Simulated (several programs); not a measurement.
## Many methods on one cell: BeTe (zincblende)

Zincblende BeTe, relaxed with r2SCAN in Ansatz, was computed with several methods. It is cubic, F-43m (No. 216); conventional cell a = 5.657 Å, 22.63 Å³ an atom. Around Be lie 4 Te at 2.45 Å; around Te lie 4 Be at 2.45 Å. Calculated for a static, non-magnetic cell.

```
Be Te
1.0
     0.00000    2.82862    2.82862
     2.82862    0.00000    2.82862
     2.82862    2.82862    0.00000
Be Te
1 1
Direct
  0.00000 0.00000 0.00000
  0.25000 0.25000 0.25000
```

Gaps and times are for a single point on this cell; volume and bulk modulus come from each method's own relaxation or energy curve at fixed shape. Times are rough, from shared hosts (Arm Neoverse V1; NVIDIA H100 80GB HBM3), and each method has its own mesh and cell size. A star marks a curve whose lowest point is an end point. PM6 (MOPAC), PM7 (MOPAC), GFN1-xTB (tblite), GFN2-xTB (tblite) treat a cluster of cells at its zone centre, which samples few k points: where these miss a band edge, the gap comes out too large for that reason alone. Gaps from k meshes are read at a limited set of points (mesh, symmetry points, PBE's band edges), so each method's own least gap may be somewhat smaller. xTB and the PM methods were fitted mostly to molecules, and can miss a solid's gap by electronvolts. Minimal bases can be far off for gaps. PBE/DZVP lies far from plane-wave PBE here, an effect of basis or sampling. Times of the plane-wave ladder aren't listed, since it ran on unlike processors and cards. GLLB-SC's gap includes the derivative discontinuity. G0W0 is at finite bands, cutoff and mesh. d marks a direct gap, i an indirect one (no mark: not told apart), a dash a value that wasn't computed or didn't pass its checks.

```
                               method              kind  gap (eV)  own volume (Å³/atom)  bulk modulus (GPa)  atoms computed  processor time
                               PBEsol         semilocal         –                 22.02                   –               2               –
 light PBE (260 eV and a coarse mesh)  light plane-wave    2.00 i                     –                   –               2          0.77 s
                          PM6 (MOPAC)    semi-empirical      7.00                     –                   –         cluster           1.9 s
                          PM7 (MOPAC)    semi-empirical     11.60                     –                   –         cluster           2.3 s
                                  LDA         semilocal    1.92 i                 21.43                   –               2               –
               PBE/single zeta (GPAW)       small basis    2.39 d                     –                   –               2           2.5 s
                                  PBE         semilocal    2.02 i                 22.71                  56               2               –
                    GFN1-xTB (tblite)     tight binding      4.38                 21.52                  89         cluster           2.8 s
                    GFN2-xTB (tblite)     tight binding      4.83                24.85*                 57*         cluster           4.1 s
                       PBE/SZV (CP2K)       small basis    3.06 d                     –                   –               2             5 s
                               r2SCAN         semilocal    2.38 i                 22.63                  59               2               –
                       GLLB-SC (GPAW)   model potential      3.17                     –                   –               2           5.7 s
                      PBE/DZVP (CP2K)       small basis    2.71 i                     –                   –               2             8 s
   G0W0@PBE (260 eV screening cutoff)         many-body      2.94                     –                   –               2               –
                              PBE+SOC         semilocal    1.73 i                     –                   –               2               –
  G0W0@PBE0 (180 eV screening cutoff)         many-body      3.35                     –                   –               2               –
 G0W0@HSE06 (180 eV screening cutoff)         many-body      3.18                     –                   –               2               –
G0W0@r2SCAN (180 eV screening cutoff)         many-body      3.08                     –                   –               2               –
   G0W0@LDA (140 eV screening cutoff)         many-body      2.77                     –                   –               2               –
                              LC-ωPBE            hybrid    6.90 i                     –                   –               2               –
                                 PBE0            hybrid    3.35 i                     –                   –               2               –
                                HSE06            hybrid    2.69 i                 22.32                   –               2               –
                             DDH-PBE0            hybrid    2.73 i                     –                   –               2               –
                              r2SCANh            hybrid    2.84 i                     –                   –               2               –
                            HSE06+SOC            hybrid    2.40 i                     –                   –               2               –
```

Against HSE06 (2.69 eV) and with closed or daggered gaps left aside, the nearest gap at the points sampled is that of PBE/DZVP (CP2K) (+0.02 eV) and the farthest that of PM7 (MOPAC) (+8.91 eV). HSE06 is only a yardstick of convenience, and nearness to it can be luck.

Volumes against r2SCAN's: PBEsol -2.7 %, LDA -5.3 %, PBE +0.4 %, GFN1-xTB (tblite) -4.9 %, HSE06 -1.4 %.

Only the rows marked +SOC include spin-orbit coupling.
